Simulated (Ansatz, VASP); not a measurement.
**Mo in VASP and in Ansatz**

```
Mo
1.0
     2.74234    0.00000    0.00000
    -1.37117    2.37493    0.00000
     0.00000    0.00000    2.36747
Mo
1
Direct
  0.00000 0.00000 0.50000
```

Change from the starting cell: strain +0.000 along x and y, -0.050 along z, atoms carried along.

Alike in both runs: task single point; functional PBEsol; k mesh 24 × 24 × 24; occupations gaussian, width 0.15 eV; no spin polarisation.

|  | VASP | Ansatz |
| --- | --- | --- |
| version | VASP 6.6.1 | Ansatz 0.2.0 |
| potentials or method | VASP PAW PBE potentials, release 64 (Mo_sv) | scalar-relativistic, plane waves, PAW |
| plane-wave cutoff (eV) | 520 | 420 |
| valence electrons in the cell | 14 | 14 |

|  | VASP | Ansatz | Ansatz less VASP |
| --- | --- | --- | --- |
| gap on the k mesh at the Fermi level (eV) | none | none | - |
| pressure (GPa) | 15.5 | 14.6 | -0.90 |
| largest component of the traceless stress (GPa) | 13.33 | 12.55 | -0.782 |

A gap of «none» marks a metal or a gap that the smearing closes. The functional is the same, so the differences come from potentials, cutoffs and numerics.

Caveats: so large a pressure means that the cell lies far from this level's equilibrium, or that cutoff or potentials fall short (VASP); the potentials were made for another functional, which shifts forces and pressure (VASP).
